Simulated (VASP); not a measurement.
# Si (P6_3/mmc) in VASP: further runs

One crystal, Si, is run at these levels: PBE; tasks: single point.

Everything below comes from runs of VASP 6.6.1. Logs are shortened: lines on timing, memory, paths and dates and some standing lists are left out, and cuts for length are marked.

### Step 1. The structure

It takes space group P6_3/mmc (No. 194, hexagonal). The conventional cell has a = 3.831 Å, b = 3.831 Å, c = 6.333 Å, α = 90.00°, β = 90.00°, γ = 120.00°. Around Si (site symmetry 3m) lie 4 Si at 2.35 to 2.37 Å.

This isn't the form of Si at room conditions, which is diamond.

### Step 2. Single point, PBE

Input file INCAR:

```
PREC = Accurate
ENCUT = 460
EDIFF = 1E-6
ISMEAR = 0
SIGMA = 0.05
LREAL = Auto
LASPH = T
NELM = 100
ALGO = Normal
ISIF = 2
LWAVE = F
LCHARG = F
GGA = PE
NBANDS = 16
ADDGRID = F
```

Input file KPOINTS:

```
Automatic mesh
0
Gamma
  4 4 2
```

Input file POSCAR:

```
Si
1.0
    3.8313174605      0.0000000000      0.0000000000
   -1.9156587303      3.3180182508      0.0000000000
    0.0000000000      0.0000000000      6.3326220002
Si
4
Direct
    0.6666666667      0.3333333333      0.9369905000
    0.3333333333      0.6666666667      0.4369905000
    0.6666666667      0.3333333333      0.5630095000
    0.3333333333      0.6666666667      0.0630095000
```

Potentials or basis: VASP PAW PBE potentials, release 64 (Si).

Started as:

```bash
$ cat potpaw_PBE.64/Si/POTCAR > POTCAR
$ mpirun -np 1 vasp_std > vasp.out
```

OUTCAR:

```text
PREC = Accurate
   ENCUT = 460
   EDIFF = 1E-6
   ISMEAR = 0
   LREAL = Auto
   LASPH = T
   NELM = 100
   ISIF = 2
   GGA = PE

 Found      8 irreducible k-points:

 Following reciprocal coordinates:
            Coordinates               Weight
  0.000000  0.000000  0.000000      1.000000
  0.250000  0.000000  0.000000      6.000000
  0.500000  0.000000  0.000000      3.000000
  0.250000  0.250000  0.000000      6.000000
  0.000000  0.000000  0.500000      1.000000
  0.250000  0.000000  0.500000      6.000000
   k-points           NKPTS =      8   k-points in BZ     NKDIM =      8   number of bands    NBANDS=     16
   number of dos      NEDOS =    301   number of ions     NIONS =      4
   total plane-waves  NPLWV =  37632
   dimension x,y,z NGX =    28 NGY =   28 NGZ =   48
   dimension x,y,z NGXF=    56 NGYF=   56 NGZF=   96
   ions per type =               4
   NGX,Y,Z   is equivalent  to a cutoff of  12.15, 12.15, 12.60 a.u.
   NGXF,Y,Z  is equivalent  to a cutoff of  24.30, 24.30, 25.20 a.u.
 SYSTEM =  unknown system
   PREC   = accura    normal or accurate (medium, high low for compatibility)
   ISTART =      0    job   : 0-new  1-cont  2-samecut
   ICHARG =      2    charge: 1-file 2-atom 10-const
   ISPIN  =      1    spin polarized calculation?
   LNONCOLLINEAR =      F non collinear calculations
   LSORBIT =      F    spin-orbit coupling
   LASPH  =      T    aspherical Exc in radial PAW
   ENCUT  =  460.0 eV  33.81 Ry    5.81 a.u.   6.70  6.70 11.07*2*pi/ulx,y,z
   NELM   =    100;   NELMIN=  2; NELMDL= -5     # of ELM steps
   EDIFF  = 0.1E-05   stopping-criterion for ELM
   LREAL  =      T    real-space projection
   EDIFFG = 0.1E-04   stopping-criterion for IOM
   NSW    =      0    number of steps for IOM
   IBRION =     -1    ionic relax: 0-MD 1-quasi-New 2-CG
   NFREE  =      0    steps in history (QN), initial steepest desc. (CG)
   ISIF   =      2    stress and relaxation
   ISYM   =      2    0-nonsym 1-usesym 2-fastsym
   POTIM  = 0.5000    time-step for ionic-motion
   TEBEG  =    0.0;   TEEND  =   0.0 temperature during run
   PSTRESS=    0.0 pullay stress
   NELECT =      16.0000    total number of electrons
   NUPDOWN=      -1.0000    fix difference up-down
   EMIN   =  10.00;   EMAX   =-10.00  energy-range for DOS
   EFERMI =   0.00;   METHOD = LEGACY
   ISMEAR =     0;   SIGMA  =   0.05  broadening in eV -4-tet -1-fermi 0-gaus
   EFERMI_NEDOS =   21; number of points for ismear=-14 and -15
   IALGO  =     38    algorithm
   IMIX   =      4    mixing-type and parameters
     AMIX     =   0.40;   BMIX     =  1.00
     AMIX_MAG =   1.60;   BMIX_MAG =  1.00
  volume/ion in A,a.u.               =      20.13       135.81
  Fermi-wavevector in a.u.,A,eV,Ry     =   0.955384  1.805414 12.418837  0.912759
  Thomas-Fermi vector in A             =   2.084217
   LORBIT       =      0    0 simple, 1 ext, 2 COOP (PROOUT), +10 PAW based schemes
   GGA     = PE    functional components
   LHFCALC =     F    Hartree Fock is set to
   AEXX    =    0.0000 exact exchange contribution
   IVDW    =     0    specifies the selected vdW correction
   LEPSILON=     F    determine dielectric tensor
   LRPA    =     F    only Hartree local field effects (RPA)
 non-spin polarized calculation
 Gauss-broadening in eV      SIGMA  =   0.05
  energy-cutoff  :      460.00
  volume of cell :       80.50
 maximum number of plane-waves:      1834
 NGX is ok and might be reduce to    28
   NGX = 13   NGY = 13   NGZ = 23

 number of electron      15.9999999 magnetization

 Free energy of the ion-electron system (eV)
  ---------------------------------------------------
  ext. energy  EPLUGINS =         0.00000000
  ---------------------------------------------------
  free energy    TOTEN  =       -21.47176393 eV

  energy without entropy =      -21.47176393  energy(sigma->0) =      -21.47176393

 E-fermi :   6.2562     XC(G=0):  -9.3703

 val. band max:        6.0535814023   @ k =   0.0000   0.0000   0.0000
 cond. band min:       6.4608956271   @ k =   0.5000   0.0000   0.0000
 fundamental gap:      0.4073142248
 Fermi energy:         6.2561727668

 k-point     1 :       0.0000    0.0000    0.0000
  band No.  band energies     occupation
      1      -6.1446      2.00000
      2      -3.8582      2.00000
      3      -1.1692      2.00000
      4       4.5330      2.00000
      5       4.5330      2.00000
      6       5.6956      2.00000
[... 8 lines left out ...]
     15      10.2136      0.00000
     16      11.9634      0.00000

 k-point     2 :       0.2500    0.0000    0.0000
  band No.  band energies     occupation
      1      -5.4305      2.00000
      2      -3.1261      2.00000
      3      -0.9860      2.00000
      4       1.6259      2.00000
      5       2.8923      2.00000
      6       3.5889      2.00000
[... 8 lines left out ...]
     15      12.0906      0.00000
     16      12.4959      0.00000

 k-point     3 :       0.5000    0.0000    0.0000
  band No.  band energies     occupation
      1      -3.9604      2.00000
      2      -2.3868      2.00000
      3      -1.5749      2.00000
      4       0.0778      2.00000
      5       1.3842      2.00000
      6       2.9961      2.00000
[... 8 lines left out ...]
     15      12.5095      0.00000
     16      14.1894      0.00000

 k-point     4 :       0.2500    0.2500    0.0000
  band No.  band energies     occupation
      1      -4.1229      2.00000
      2      -1.9108      2.00000
      3      -1.7608      2.00000
      4       0.7581      2.00000
      5       1.4328      2.00000
      6       1.6391      2.00000
[... 8 lines left out ...]
     15      12.1424      0.00000
     16      12.5830      0.00000

 k-point     5 :       0.0000    0.0000    0.5000
  band No.  band energies     occupation
      1      -5.3561      2.00000
      2      -5.3561      2.00000
      3       1.8157      2.00000
      4       1.8157      2.00000
      5       5.1253      2.00000
      6       5.1253      2.00000
[... 8 lines left out ...]
     15      12.8689      0.00000
     16      12.8689      0.00000

 k-point     6 :       0.2500    0.0000    0.5000
  band No.  band energies     occupation
      1      -4.6497      2.00000
      2      -4.6497      2.00000
      3       1.1313      2.00000
      4       1.1313      2.00000
      5       3.1429      2.00000
      6       3.1429      2.00000
[... 8 lines left out ...]
     15      12.1468      0.00000
     16      12.1468      0.00000

 [... further k-points ...]

------------------------ aborting loop because EDIFF is reached ----------------------------------------

  FORCE on cell =-STRESS in cart. coord.  units (eV):
  Direction    XX          YY          ZZ          XY          YZ          ZX
  --------------------------------------------------------------------------------------
  -------------------------------------------------------------------------------------
  Total        1.1116500      1.1116500      0.4740526     -0.0000000      0.0000000      0.0000000
  in kB       22.1242301     22.1242301      9.4346689     -0.0000000      0.0000000      0.0000000
  external PRESSURE =      17.8943764 kB  Pullay stress =       0.0000000 kB

 VOLUME and BASIS-vectors are now :
 -----------------------------------------------------------------------------
  energy-cutoff  :      460.00
  volume of cell :       80.50
      direct lattice vectors                 reciprocal lattice vectors
     3.831317461  0.000000000  0.000000000     0.261006823  0.150692360  0.000000000
    -1.915658730  3.318018251  0.000000000     0.000000000  0.301384720  0.000000000
     0.000000000  0.000000000  6.332622000     0.000000000  0.000000000  0.157912473

 POSITION                                       TOTAL-FORCE (eV/Angst)
 -----------------------------------------------------------------------------------
      1.91566      1.10601      5.93361         0.000000     -0.000000      0.077793
     -0.00000      2.21201      2.76730         0.000000      0.000000      0.077793
      1.91566      1.10601      3.56533        -0.000000      0.000000     -0.077793
     -0.00000      2.21201      0.39902         0.000000     -0.000000     -0.077793
 -----------------------------------------------------------------------------------
    total drift:                                0.000000     -0.000000      0.000000

  FREE ENERGIE OF THE ION-ELECTRON SYSTEM (eV)
  ---------------------------------------------------
  free  energy   TOTEN  =       -21.4717639316 eV

  energy  without entropy=      -21.4717639313  energy(sigma->0) =      -21.47176393
```

Run time: 11 s. Hardware: 1 thread of AMD EPYC 7R13 (Zen 3), shared host; peak memory 0.14 GiB.

The run converged, but some of its settings lie outside the range that counts as converged, so its numbers aren't taken as properties of the crystal.

What came out:

```yaml
Free_energy: -21.4718 eV
Pressure: 1.8 GPa
Largest_force: 0.078 eV/Å
Band_gap_on_the_k_mesh: 0.41 eV, indirect (least direct gap 1.02 eV)
```

Caveat: the k mesh is coarse (spacing up to 0.50 Å⁻¹), so the values aren't converged.

[end of part 1 of 2]
